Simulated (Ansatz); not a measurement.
## Sampling a charged cell: C_N in AlN (P6_3mc)

Aim: the (0/−1) level of C_N in AlN (P6_3mc) as a function of the k-point sampling, with the cost of each choice. The model is a cell of 128 host atoms with 1 N taken out and 1 C put in; the atoms are relaxed once and then held.

Main program and level: Ansatz 0.2.0; plane-wave PAW DFT; relaxations with PBEsol, then single points with PBEsol, on supercells at fixed charge in a uniform background.

## 1. The structure

The cell holds 128 atoms: 64 Al, 63 N and 1 C. Cell: a = 14.686 Å, b = 14.686 Å, c = 11.753 Å, α = 125.1°, β = 125.1°, γ = 94.5°. It derives from AlN (space group P6_3mc). Nearest the centre at fractional (0.554, 0.637, 0.750): C121 at 0.00 Å, Al55 at 1.89 Å, Al102 at 1.89 Å, Al117 at 1.89 Å, Al51 at 1.90 Å, N109 at 3.07 Å, N32 at 3.07 Å, N112 at 3.07 Å. The cell carries charge −1.

Known beforehand: the electronic dielectric constant, (4.50, 4.50, 4.73), and the static one, (8.20, 8.20, 9.74), computed on the host (DFPT, PBEsol).

The cell's shortest repeat is 11.8 Å.

## 2. Relaxing both charge states, PBEsol

The study needs fixed structures, so each charge is relaxed once, at one point at (¼, ¼, ¼), from small random displacements that break the symmetry of the site.

Input file qm1.relax/input.yaml:

```yaml
crystal:
  lattice:
    - [-4.67041106, 2.69646303, 4.9836768]
    - [4.67041106, -2.69646303, 4.9836768]
    - [1.55680365, 2.69646308, -4.9836768]
  atoms:
    - { symbol: Al, position: [0.416184, 0.08285, 0.0] }
    - { symbol: Al, position: [0.416184, 0.58285, 0.5] }
    - { symbol: Al, position: [0.916184, 0.08285, 0.5] }
    - { symbol: Al, position: [0.916184, 0.58285, 0.0] }
    - { symbol: Al, position: [0.33285, 0.166184, 0.5] }
    - { symbol: Al, position: [0.33285, 0.666184, 0.0] }
    - { symbol: Al, position: [0.83285, 0.166184, 0.0] }
    - { symbol: Al, position: [0.83285, 0.666184, 0.5] }
    - { symbol: "N", position: [0.10715, 0.273816, 0.5] }
    - { symbol: "N", position: [0.10715, 0.773816, 0.0] }
    - { symbol: "N", position: [0.60715, 0.273816, 0.0] }
    - { symbol: "N", position: [0.60715, 0.773816, 0.5] }
    - { symbol: "N", position: [0.023816, 0.35715, 0.0] }
    - { symbol: "N", position: [0.023816, 0.85715, 0.5] }
    - { symbol: "N", position: [0.523816, 0.35715, 0.5] }
    - { symbol: "N", position: [0.523816, 0.85715, 0.0] }
  supercell: [2, 2, 2]
  defects: [{ substitution: { at: 120, symbol: C } }]
total_charge: -1
basis:
  ecutwfc: 420
  xc_grid: 2
hamiltonian:
  xc: pbesol
  pseudopotentials: { kind: paw, azcp: { folder: soft_1 }, xc_functional: pbe }
kpoints:
  mp_grid: { grid: [1, 1, 1], shift: [0.25, 0.25, 0.25] }
scf:
  occupations: { method: fixed }
  max_iter: 100
output:
  forces: true
  charged_corrections:
    epsilon: [4.5, 4.5, 4.73]
    static_epsilon: [8.2, 8.2, 9.74]
    defect_position: [0.553575, 0.636908, 0.75]
relax:
  f_tol: 0.015
  max_steps: 60
  random_displacement: { amplitude: 0.04, seed: 2384 }
checkpoint:
  write: "../qm1.relax.run"
  compress: false
  write_wavefunctions: true
  write_every: 100000
```

Run with:

```sh
$ ansatz run input.yaml --threads 32 --pin off --max-ram 84787MiB --backend cuda --events-out ev --progress --plain --runs-dir out --max-vram 78GiB
```

Numbers of over 12 decimals in the logs are rounded to 6 here.

What it wrote:

```text
[... repeated set-up lines and file paths are left out, and long positions are rounded to six places ...]
Engine: ansatz 0.2.0, aarch64-unknown-linux-gnu
Pseudopotentials: kind: paw
Pseudopotential: Al, paw, valence charge 3, recommended cutoff 420 eV (normal), soft_1/Al.paw.azcp
Pseudopotential: N, paw, valence charge 5, recommended cutoff 420 eV (normal), soft_1/N.paw.azcp
Pseudopotential: C, paw, valence charge 4, recommended cutoff 420 eV (normal), soft_1/C.paw.azcp
Functional definition: PBEsol
  exchange = pbesol_x
  correlation = pbesol_c
[...]
Crystal: 128 atoms, lattice volume = 1338.931 Å³
Basis set: ecut = 420 eV, 26161 PW (Γ), exchange–correlation on 200×200×160 points (8 copies of the dense FFT grid, shifted against one another)
Bands: 384, of which v1, the nominal top of the filled ones, is band 256 counted from 1 (255 counted from 0)
Symmetry: 1 space group operations
k-points: 1
Non-local potential: Al, projectors of the file, l = 0: 2, l = 1: 2, l = 2: 1
Non-local potential: N, projectors of the file, l = 0: 2, l = 1: 2, l = 2: 1
Non-local potential: C, projectors of the file, l = 0: 2, l = 1: 2, l = 2: 1
PAW form: soft (Blöchl's): semilocal exchange-correlation on the pseudo side does not see the compensation charge
PAW frozen core: Al, regenerated for the run's functional, and the local potential with it (the file was generated under x = pbe(κ = 0.804, μ = 0.219515), c = pbe(β = 0.066725))
PAW frozen core: N, regenerated for the run's functional, and the local potential with it (the file was generated under x = pbe(κ = 0.804, μ = 0.219515), c = pbe(β = 0.066725))
PAW frozen core: C, regenerated for the run's functional, and the local potential with it (the file was generated under x = pbe(κ = 0.804, μ = 0.219515), c = pbe(β = 0.066725))
PAW one-centre angular grid: Al, 110 points (default); XC on 64 Gauss nodes
PAW one-centre angular grid: N, 110 points (default); XC on 64 Gauss nodes
PAW one-centre angular grid: C, 110 points (default); XC on 64 Gauss nodes
Initial density: superposition of atomic densities (chi_scale 0.1, normalization cell, long waves kept (reshape's long-wave potential 0.16 eV rms))
Initial wavefunctions: pseudopotential atomic-orbital guess
[...]
Functional: x = pbesol(κ = 0.804, μ = 0.123457), c = pbesol(β = 0.046)
SCF iter   1: F=—  HF=-57922.233195 eV  |Δ(HF+E_count)|=         —  Δρ=1.29e-1  dr2=2.82e2  Hψ=1209
preconditioner: auto → Resta (q_TF=auto, 2.324 Å⁻¹)  ε∞=3.6  [insulator: Δε(μ)=6.210 eV  Ē_g=14.166 eV  n_scr=288 (ndim 8)  ℏωp=23.0 eV  f_vac=0.000  ε∞_Penn≈3.6]
SCF iter   2: F=—  HF=-57839.666132 eV  |Δ(HF+E_count)|=    8.26e1  Δρ=4.46e-2  dr2=1.66e1  Hψ=671
[...]
SCF iter   8: F=-57834.747680 eV  HF=-57834.747681 eV  |Δ(HF+E_count)|=   5.07e-5  Δρ=1.96e-5  dr2=4.78e-6  Hψ=1157
SCF 1 converged in 8 iterations: F = -57834.747680 eV  dr2 = 4.78e-6
[...]
relax step   1: F+E_penalty+E_count = -57834.74768043 eV  Δ(F+E_penalty+E_count) = +0.000e0 eV  max|allowed force component| = 1.722e0 eV/Å  Δτ_max = 0.0000 Å  (8 SCF iters, dr2 threshold 5.63e-6 eV, accepted)
[...]
relax step   2: F+E_penalty+E_count = -57836.53273243 eV  Δ(F+E_penalty+E_count) = -1.785e0 eV  max|allowed force component| = 9.550e-1 eV/Å  Δτ_max = 0.0568 Å  (6 SCF iters, dr2 threshold 1.00e-4 eV, accepted)
[...]
relax step   4: F+E_penalty+E_count = -57837.34832009 eV  Δ(F+E_penalty+E_count) = -2.964e-3 eV  max|allowed force component| = 3.017e-2 eV/Å  Δτ_max = 0.0070 Å  (5 SCF iters, dr2 threshold 9.78e-7 eV, accepted)
[...]
relax step   5: F+E_penalty+E_count = -57837.34855416 eV  Δ(F+E_penalty+E_count) = -2.341e-4 eV  max|allowed force component| = 9.814e-3 eV/Å  Δτ_max = 0.0028 Å  (5 SCF iters, accepted)
[...]
NSCF: frozen V_eff on 1 k-points
[...]
SCF converged after 5 iterations
Free energy (F): -57837.348554 eV
Harris-Foulkes:  -57837.348554 eV  (|F-HF|=5.74e-8)
Internal energy: -57837.348554 eV  (E = F + TS)
E sigma→0 (E₀):  -57837.348554 eV
Fermi energy:    7.756140 eV
--- Per-component energies (eV) ---
  E_band       = 921.708806
  E_kinetic    = 9958.193288
  E_local      = -13307.823507  (includes V_loc(G=0)·N_el)
  E_nonlocal   = 2863.539056
  E_hartree    = 4876.983918
  E_xc         = -6270.455900
  E_vxc        = -6813.348085  (∫ρ·V_xc dr)
  E_paw        = -37118.053242  (= ΣΔE_a)
  E_vpaw       = -1532.871280  (= ΣTr[D̂ρ^β])
  E_aug_tail   = 0.053006  (compensation charges beyond the density's cutoff)
  E_ewald      = -18842.801398
  E_core_change = 3.016226  (= ΣΔE_core)
  E_smearing   = -0.000000  (= −TS)
  E_closure    = -0.000000  (closes the sum)
  E_deformation_potential = -17.153889  (in the stress; not in F)
  Σ components = -57837.348554   (vs F -57837.348554, Δ=0.00e0)
--- Forces (eV/Å), atoms counted from 1 ---
  atom   1  Al     0.00422245     0.00220141    -0.00123778
  atom   2  Al     0.00306367    -0.00085605    -0.00072485
  [... 4 atoms left out ...]
  [... 122 more lines of this table ...]
  max |Σ_I F_I| component: 8.09e-6 eV/Å
--- Charged-cell corrections in eV (Makov–Payne, q = -1.000 e, ε = [8.200, 8.200, 9.740]) ---
  F (periodic)     = -57837.348554  (uncorrected; the corrections below are reported, never added to it)
  E_corr1          = +0.216357  (monopole, q²α_M/2ε̄L, of the cell on which ε is isotropic)
  F Makov-Payne    = -57837.132197  (F + E_corr1; no measured alignment; for a localised charge, not one spread in a band: unchecked)
  no potential alignment in this run, which stands beside a crystal: run the host's input off ansatz write-host-input, and read the two finished runs by ansatz place-levels (neither reads a slab, a wire or a sheet, whose cell leaves a vacuum)
--- Band table (eV) ---
  k-point 0: bands = ["-7.9221", "-7.8411", "-7.5203", "-7.5106", "-7.4702", "-7.3479", "-7.0963", "-7.0658", "-6.8657", "-6.8534", [... rest cut ...]
--- Relaxed structure (5 steps of the walk, 5 accepted, 0 SCFs on fresh bases) ---
  F+E_penalty+E_count = -57837.34855416 eV   max|allowed force component| = 9.814e-3 eV/Å
  atoms:
    - { symbol: Al, position: [0.208103, 0.041772, 0.000223] }
    - { symbol: Al, position: [0.208514, 0.292527, 0.251118] }
    [... 4 atoms left out ...]
  [... 122 more lines of this table ...]
```

Run time: 4.8 s. Hardware: 1 × NVIDIA GB200 with 32 threads of Arm Neoverse V2, shared host; peak memory 1.6 GiB; 22 s of CPU time.

The steps of the relaxation:

```csv
step,energy less that of the first step (eV),largest force component (eV/Å)
1,0.0000,1.7219
2,-1.7851,0.9550
3,-2.5977,0.1251
4,-2.6006,0.0302
5,-2.6009,0.0098
```

The atoms that moved most (Å, from the sites as typed, ahead of the random displacement):

```csv
atom,dx,dy,dz,length
Al114,0.000,0.000,-0.070,0.070
N127,-0.033,0.019,0.035,0.051
N125,0.000,-0.035,0.030,0.046
N112,0.030,0.017,0.030,0.046
N94,-0.013,0.008,-0.032,0.035
N108,0.024,0.024,-0.001,0.034
N106,0.033,0.006,0.004,0.034
N12,-0.009,-0.032,-0.002,0.034
```

Neighbours of C121 at the end:

```csv
atom,distance (Å)
Al102,1.889
Al55,1.889
Al117,1.891
Al51,1.910
Al114,2.977
N112,3.090
N125,3.090
N127,3.096
N109,3.130
N32,3.130
N94,3.134
N107,3.145
N90,3.145
N108,3.146
N12,3.147
N59,3.147
```

```csv
charge,moment set (μB),steps,largest displacement (Å),time
−1,0,5,0.07,4.8 s
0,1,9,0.08,10 s
```

The relaxation ends 20 meV an atom lower than the displaced start, with a largest force component of 0.0098 eV/Å.

## 3. First setting: the zone centre alone

The defect state overlaps with its images and forms a narrow band, so the k-points decide which part of that band enters the energy. A point off the zone centre usually averages it better, but needs complex orbitals and more time.

Input file qm1.kg/input.yaml:

```yaml
crystal:
  checkpoint: "../qm1.relax.run"
  host: checkpoint
total_charge: -1
basis:
  ecutwfc: 420
  xc_grid: 2
hamiltonian:
  xc: pbesol
  pseudopotentials: { kind: paw, azcp: { folder: soft_1 }, xc_functional: pbe }
kpoints:
  mp_grid: { grid: [1, 1, 1] }
scf:
  occupations: { method: fixed }
  max_iter: 100
output:
  forces: true
  charged_corrections:
    epsilon: [4.5, 4.5, 4.73]
    static_epsilon: [8.2, 8.2, 9.74]
    defect_position: [0.553575, 0.636908, 0.75]
  eigenvalues: true
checkpoint:
  read: "../qm1.relax.run"
  write: "../qm1.kg.run"
  compress: false
  write_wavefunctions: false
  write_every: 100000
```

What it wrote:

```text
[...]
crystal.checkpoint: the structure is that of <dir>, a `relax` run, at its step 5: its result, under pbesol at a charge of -1 e; 128 atoms read, 0 with a starting moment; crystal.structure_sha256 for this input is
[...]
device memory: the entry about to start is reckoned to put 4.3 GiB on a device that reports 182.5 GiB free (of which the cap on the GPU budget leaves the run 78.0 GiB)
GPU FFT provider: cuFFT
GPU libraries: cuBLAS 13.8.1, cuFFT 12.4.0, cuSOLVER 12.3.2
GPU matrix products: emulated (plane waves: as basis.precision tells), large ones in fixed point in workspaces of 1.00 GiB
Crystal: 128 atoms, lattice volume = 1338.931 Å³
Basis set: ecut = 420 eV, 26161 PW (Γ), exchange–correlation on 200×200×160 points (8 copies of the dense FFT grid, shifted against one another)
Bands: 384, of which v1, the nominal top of the filled ones, is band 256 counted from 1 (255 counted from 0)
[... 1 set-up line as in the run before ...]
[...]
k-points: 1
[...]
GPU buffer pool allocated for 800000 grid points (all kernels)
GPU transforms: local potential and band sums: pruned to the plane-wave sphere, on 100×100×80
[...]
iter 1 solved again at ethr=5.33e-6 eV; its pass at ethr=3.10e-3 eV (dr2=2.73e-2 eV) is discarded
[...]
SCF iter   6: F=-57835.907410 eV  HF=-57835.907411 eV  |Δ(HF+E_count)|=   3.54e-7  Δρ=2.71e-6  dr2=9.15e-8  Hψ=2976
SCF 1 converged in 6 iterations: F = -57835.907410 eV  dr2 = 9.15e-8
[...]
SCF converged after 6 iterations
Free energy (F): -57835.907410 eV
[...]
Internal energy: -57835.907410 eV  (E = F + TS)
E sigma→0 (E₀):  -57835.907410 eV
Fermi energy:    7.798956 eV
[...]
--- Forces (eV/Å), atoms counted from 1 ---
  atom   1  Al    -0.01127139     0.01186926    -0.02018820
  atom   2  Al    -0.01379336     0.01150813    -0.01715422
  [... 4 atoms left out ...]
  [... 122 more lines of this table ...]
  max |Σ_I F_I| component: 6.49e-5 eV/Å
[...]
F Makov-Payne    = n/a  (the rows are of the electrons' constant alone; ansatz place-levels tells what screens the charge)
[...]
--- Band table (eV) ---
[...]
```

Wall time 1.6 s (1 × NVIDIA GB200 with 32 threads); peak memory 1.5 GiB; 4.1 s of CPU time.

In the SCF lines HF is the Harris–Foulkes energy and dr2 the Hartree energy of the density residual, in eV; the loop may stop once dr2 is under the threshold and the program's other checks hold. Hψ counts applications of the Hamiltonian.

Both charges and the host at this setting go to place-levels, which corrects for the image charge and aligns the potentials.

Input file levels.kg.yaml:

```yaml
host:
  run: host.kg.run
states: [qm1.kg.run, q0_M1.kg.run]
geometry_from:
  qm1.kg.run: qm1.relax.run
  q0_M1.kg.run: q0_M1.relax.run
  host.kg.run: host.relax.run
chemical_potentials:
  "N":
    energy: -378.476431
    dataset: "<sha256 of the dataset>"
  C:
    energy: -246.668769
    dataset: "<sha256 of the dataset>"
```

Run with:

```sh
$ ansatz place-levels levels.kg.yaml -- --threads 32 --pin off --max-ram 84787MiB
```

What it wrote:

```text
(0/-1) 0.928 eV above the valence edge, 3.163 eV under the conduction edge
formation energy of charge 0: +5.065 eV with the Fermi level at the valence edge
formation energy of charge -1: +5.993 eV with the Fermi level at the valence edge
  edges by pbesol, gap 4.091 eV; the host is sampled to repeats of 11.75 Å
  the defect's cells are sampled to repeats of 11.75 Å, like sampling
  charge 0: +0.000 eV for its dipole among its images, +0.001 omitted
  charge -1: -57835.6924 eV with its correction of +0.215 eV, at epsilon [8.2, 8.2, 9.74], aligned at sites: +0.0013 eV, mean over 48 atomic sites at or beyond 5.88 Å from the defect at [0.5536, 0.6369, 0.7500], with -0.000366 for the charge's moments and [...]
  of states[1] (q0_M1.kg.run): its only k-point is the zone centre, where a defect's energies can be off by tenths of an eV or more: see "From the zone centre to a mesh" in the quickstart
  of states[0] (qm1.kg.run): how wide its charge is, is not read beside other atoms or cores, and a band state would take no correction. [...]
```

The job ended after 0.16 s (32 threads).

At this setting the gap is 4.091 eV and (0/−1) lies 0.928 eV above the valence top.

## 4. The other settings

In the defect's inputs only the studied keys change. One input of each further setting:

qm1.kq/input.yaml, as its differences from qm1.kg/input.yaml of step 3:

```diff
@@ -11,3 +11,3 @@
 kpoints:
-  mp_grid: { grid: [1, 1, 1] }
+  mp_grid: { grid: [1, 1, 1], shift: [0.25, 0.25, 0.25] }
 scf:
@@ -24,3 +24,3 @@
   read: "../qm1.relax.run"
-  write: "../qm1.kg.run"
+  write: "../qm1.kq.run"
   compress: false
```

qm1.km0/input.yaml, as its differences from qm1.kq/input.yaml of step 4:

```diff
@@ -11,3 +11,3 @@
 kpoints:
-  mp_grid: { grid: [1, 1, 1], shift: [0.25, 0.25, 0.25] }
+  mp_grid: { grid: [2, 2, 2] }
 scf:
@@ -24,3 +24,3 @@
   read: "../qm1.relax.run"
-  write: "../qm1.kq.run"
+  write: "../qm1.km0.run"
   compress: false
```

qm1.kms/input.yaml, as its differences from qm1.km0/input.yaml of step 4:

```diff
@@ -11,3 +11,3 @@
 kpoints:
-  mp_grid: { grid: [2, 2, 2] }
+  mp_grid: { grid: [2, 2, 2], shift: [0.5, 0.5, 0.5] }
 scf:
@@ -24,3 +24,3 @@
   read: "../qm1.relax.run"
-  write: "../qm1.km0.run"
+  write: "../qm1.kms.run"
   compress: false
```

qm1.km3/input.yaml, as its differences from qm1.kms/input.yaml of step 4:

```diff
@@ -11,3 +11,3 @@
 kpoints:
-  mp_grid: { grid: [2, 2, 2], shift: [0.5, 0.5, 0.5] }
+  mp_grid: { grid: [3, 3, 3] }
 scf:
@@ -24,3 +24,3 @@
   read: "../qm1.relax.run"
-  write: "../qm1.kms.run"
+  write: "../qm1.km3.run"
   compress: false
```

qm1.km4/input.yaml, as its differences from qm1.km3/input.yaml of step 4:

```diff
@@ -11,3 +11,3 @@
 kpoints:
-  mp_grid: { grid: [3, 3, 3] }
+  mp_grid: { grid: [4, 4, 4], shift: [0.5, 0.5, 0.5] }
 scf:
@@ -24,3 +24,3 @@
   read: "../qm1.relax.run"
-  write: "../qm1.km3.run"
+  write: "../qm1.km4.run"
   compress: false
```

## 5. Result against cost

Times of the states on 1 × NVIDIA GB200 with 32 threads of Arm Neoverse V2, shared host; the host is run again at each setting:

```csv
k-point sampling,gap (eV),(0/−1) above the valence top (eV),under the conduction bottom (eV),level less that at a 4×4×4 shifted mesh (meV),"time, both charge states","time, host and placing",peak memory of a state (GiB)
the zone centre alone,4.091,0.928,3.163,28,3.8 s,3.3 s,1.6
"one point at (¼, ¼, ¼) *",4.098,0.903,3.195,3,4 s,2 s,1.8
a 2×2×2 Γ-centred mesh,4.097,0.900,3.196,0,6.2 s,2.7 s,1.8
a 2×2×2 shifted mesh,4.097,0.900,3.196,0,6.5 s,2.6 s,1.7
a 3×3×3 Γ-centred mesh,4.097,0.900,3.196,0,15 s,3.3 s,2.0
a 4×4×4 shifted mesh,4.097,0.900,3.197,0,29 s,3.1 s,2.4
```

* started from the relaxation's converged state in the same settings, so its time is no fair cost.

## 6. Summary of results

```yaml
0_minus_1_level_the_zone_centre_alone: 0.93 eV
0_minus_1_level_one_point_at: 0.90 eV
0_minus_1_level_a_2x2x2_gamma_centred_mesh: 0.90 eV
0_minus_1_level_a_2x2x2_shifted_mesh: 0.90 eV
0_minus_1_level_a_3x3x3_gamma_centred_mesh: 0.90 eV
0_minus_1_level_a_4x4x4_shifted_mesh: 0.90 eV
```

In words: Over the settings in the table the level spans 0.028 eV; one point at (¼, ¼, ¼), a 2×2×2 Γ-centred mesh, a 2×2×2 shifted mesh and a 3×3×3 Γ-centred mesh lie within 0.02 eV of the reference (a 4×4×4 shifted mesh, 0.90 eV). The largest miss of the level above the valence top is 28 meV, with the zone centre alone. Only the charges −1 and 0 were run, each from one start, so (0/−1) need not be a change between stable states. Keep in mind: PBEsol makes the gap too small and tends to spread out bound carriers.

[Logs are printed without paths, hosts, clocks, repeated set-up lines and the standing remarks that a program may print on its own settings, such as how far it seeks lower states.]

[Hosts, paths, dates, database ids (printed as entryN), source tags and the programs' standing remarks are cut or masked in the printed files.]

[Where a table of states has a column of steps, it counts the stored structures, which are thinned; the runs took as many ionic steps or more.]

[For some hosts the program warned that the k-mesh of the response run may be too coarse for force constants and the static dielectric constant; such warnings are not shown here.]
